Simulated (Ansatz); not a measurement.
# Cu2Al3 and the effect of the pressure

The cell as given:

```xyz
5
Lattice="4.0920 0.0000 0.0000 -2.0460 3.5437 0.0000 0.0000 0.0000 4.9928" Properties=species:S:1:pos:R:3 pbc="T T T"
Cu    2.0460    1.1812    0.8013
Cu    0.0000    2.3625    4.1915
Al    2.0460    1.1812    3.2457
Al    0.0000    2.3625    1.7471
Al    0.0000    0.0000    0.0000
```

The cell comes from a database or a generator and needn't be the stable form of this composition.

Kept alike: task relaxation of cell and atoms; functional PBEsol; k mesh 8 × 8 × 6; occupations fermi-dirac, width 0.05 eV; no spin polarisation. Program: Ansatz, Ansatz PAW, cutoff 420 eV. The mesh is that of the run's cell of 5 atoms. No spin-orbit coupling.

| run | volume (Å³/atom) | first edge of the run's cell (Å) | third edge of the run's cell (Å) |
| --- | --- | --- | --- |
| A | 13.925 | 4.042 | 4.921 |
| B | 14.499 | 4.098 | 4.984 |
| C | 13.458 | 3.995 | 4.868 |
| D | 12.717 | 3.919 | 4.781 |
| E | 14.249 | 4.074 | 4.957 |

The relaxations keep at least the cell's symmetry (P-3m1). For a metal such a mesh leaves the last digits unconverged. Runs of this series that gave no sound value for these columns are left out. The runs follow the start's structure, whether or not it is the stable one at these pressures. P is the pressure aimed at, which the runs meet within some hundredths to tenths of a GPa. All rows use potentials made for PBE.

Task: The runs differ in the pressure alone: 0; 2; 5; 10; 20 GPa. Which run is which?

Result: Run A is 5 GPa; run B is 0 GPa; run C is 10 GPa; run D is 20 GPa; run E is 2 GPa. The volume falls from 14.499 to 12.717 Å³/atom between 0 and 20 GPa. The volume falls ever more slowly, since the solid stiffens under load. At the pressures aimed at, which the runs meet within some tenths of a GPa, the step from 0 to 5 GPa gives a mean bulk modulus near 124 GPa, the last step 177 GPa. The first edge of the run's cell falls from 4.098 to 3.919 Å between 0 and 20 GPa. The third edge of the run's cell falls from 4.984 to 4.781 Å between 0 and 20 GPa.
